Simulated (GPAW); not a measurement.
Wanted: an ASE script for a GPAW 26.7.0 run.

| Item | Value |
| --- | --- |
| Task | relaxation of cell and atoms |
| Functional | RPBE |
| Potentials or basis | the program's PAW data sets (release 1.2.1) made for this functional |
| Cutoff | 800 eV |
| Basis | pw |
| k mesh | 7 × 7 × 2 |
| Occupations | fermi-dirac, width 0.05 eV |
| Spin | no spin polarisation |
| Maxiter | 150 |
| Optimizer | LBFGS |
| Fmax | 0.02 eV/Å |
| Max steps | 100 |
| Convergence | density=1e-06 energy=1e-06 eigenstates=1e-10 |

The structure of C lies in POSCAR:

```
C
1.0
    2.5221000000      0.0000000000      0.0000000000
   -1.2610500000      2.1842026709      0.0000000000
    0.0000000000      0.0000000000      8.2371000000
C
8
Direct
    0.6666666667      0.3333333333      0.8437500000
    0.3333333333      0.6666666667      0.3437500000
    0.6666666667      0.3333333333      0.6562500000
    0.3333333333      0.6666666667      0.1562500000
    0.0000000000      0.0000000000      0.9062500000
    0.0000000000      0.0000000000      0.4062500000
    0.0000000000      0.0000000000      0.5937500000
    0.0000000000      0.0000000000      0.0937500000
```

This is a hexagonal form of diamond, not graphite.

These files were run (other wordings do the same):

run.py

```python
from ase.filters import FrechetCellFilter
from ase.io import read, write
from ase.optimize import LBFGS
from gpaw import GPAW, PW

atoms = read('POSCAR')

calc = GPAW(mode=PW(800),
            xc='RPBE',
            kpts={'size': (7, 7, 2), 'gamma': True},
            occupations={'name': 'fermi-dirac', 'width': 0.05},
            nbands=32,
            convergence={'density': 1e-06, 'energy': 1e-06, 'eigenstates': 1e-10},
            maxiter=150,
            txt='gpaw.txt')
atoms.calc = calc
opt = LBFGS(FrechetCellFilter(atoms), trajectory='relax.traj', logfile='-')
done = opt.run(fmax=0.02, steps=100)
calc.write('gs.gpw')
write('result.traj', atoms)
print('Converged:', done)
print('Cell:', atoms.cell.cellpar().round(4))
print('Volume:', round(atoms.get_volume(), 4))
print(atoms.get_scaled_positions().round(5))
```

Potentials or basis: the program's PAW data sets (release 1.2.1) made for this functional, pw.

Launch:

```bash
$ OMP_NUM_THREADS=1 python run.py
```

It gave:

The relaxed volume is 5.78 Å³/atom, the relaxed cell is a = 2.530 Å, b = 2.530 Å, c = 8.341 Å, α = 90.00°, β = 90.00°, γ = 120.00° and the space group after relaxing (to 0.05 Å) is P6_3/mmc (No. 194). The energy gained by relaxing is 5.4 meV/atom, the ionic steps are 7 and the pressure after relaxing is -0.2 GPa. The largest force after relaxing is 0.011 eV/Å and the band gap on the k mesh is 4.51 eV, indirect (least direct gap 5.28 eV).

Caveat: the k mesh is coarse; later steps reuse the first step's grids; an odd mesh through Γ misses points on the zone boundary, where band edges often lie.

Run time: 2 min on 1 thread of AMD EPYC 7B13 (Zen 3), with other jobs on the host, peak memory 0.27 GiB.
